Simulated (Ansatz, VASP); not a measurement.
# One calculation of Y, two programs

Contents of INCAR:

```
SYSTEM = Y
  ALGO = Normal
  EDIFF = 1E-8
  ENCUT = 520
  GGA = CA
  ISIF = 2
  ISMEAR = -1
  LASPH = .True.
  LCHARG = .False.
  LEFG = .True.
  LREAL = .False.
  LWAVE = .False.
  NBANDS = 12
  NELM = 100
  PREC = Accurate
  SIGMA = 0.05
```

Contents of KPOINTS:

```
k-points
0
Gamma
  13 13 13
  0 0 0
```

Contents of POSCAR:

```
Y
1.0
    0.0000000000      2.4766889011      2.4766889011
    2.4766889011      0.0000000000      2.4766889011
    2.4766889011      2.4766889011      0.0000000000
Y
1
Direct
    0.0000000000      0.0000000000      0.0000000000
```

Input for Ansatz:

```yaml
crystal:
  lattice:
    - [0.0, 2.4766889011, 2.4766889011]
    - [2.4766889011, 0.0, 2.4766889011]
    - [2.4766889011, 2.4766889011, 0.0]
  atoms:
    - { symbol: "Y", position: [0.0, 0.0, 0.0] }
kpoints:
  mp_grid: { grid: [13, 13, 13] }
scf:
  occupations: { method: fermi_dirac, width: 0.05 }
hamiltonian:
  xc: lda
  pseudopotentials: { kind: all_electron, datasets: crystal }
output:
  forces: true
  stress: true
  eigenvalues: true
  efg: { contact_densities: true }
```

Change from the starting cell: volume scaled by 0.99, crystal datasets.

Alike in both runs: task electric field gradients; functional LDA; k mesh 13 × 13 × 13; occupations fermi-dirac, width 0.05 eV; no spin polarisation.

```csv
,VASP,Ansatz
version,VASP 6.6.1,Ansatz 0.2.0
potentials or method,"VASP PAW LDA potentials, release 64 (Y_sv)","all-electron PAW with datasets made for the crystal, scalar-relativistic"
plane-wave cutoff (eV),520,see its input
```

VASP gave:

| Quantity | Value |
| --- | --- |
| pressure (GPa) | -1.5 |
| Vzz of the field gradient on the site that differs most (V/Å²) | 0.0 |

**Question.** Which values does Ansatz return?

**Answer.** Pressure (GPa): -1.3; Vzz of the field gradient on the site that differs most (V/Å²): 0.0.

Ansatz ran all-electron here, so the differences hold the error of VASP's frozen core and of both bases. Ansatz warned: «gradients_without_spin_orbit».
